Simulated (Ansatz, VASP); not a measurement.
## Two plane-wave programs on ZnS

```
CELL_PARAMETERS angstrom
3.82300 0.00000 0.00000
-1.91150 3.31082 0.00000
0.00000 0.00000 6.26100
ATOMIC_POSITIONS crystal
Zn 0.33333 0.66667 0.00013
Zn 0.66667 0.33333 0.50013
S 0.33333 0.66667 0.37487
S 0.66667 0.33333 0.87487
```

Alike in both runs: task single point; functional PBEsol; k mesh 9 × 9 × 4; no spin polarisation.

```csv
,VASP,Ansatz
version,VASP 6.6.1,Ansatz 0.2.0
potentials or method,"VASP PAW PBE potentials, release 64 (Zn, S)","scalar-relativistic, plane waves, PAW"
plane-wave cutoff (eV),520,420
occupations,"gaussian, width 0.01 eV",fixed
valence electrons in the cell,36,36
```

|  | VASP | Ansatz | Ansatz less VASP |
| --- | --- | --- | --- |
| gap on the k mesh at the Fermi level (eV) | 2.03 | 2.02 | -0.009 |
| least direct gap on the mesh (eV) | 2.03 | 2.02 | -0.009 |

Ansatz warned: «pseudo_functional_mismatch».

 PBEsol gaps usually lie below the measured ones, often by a third to a half.
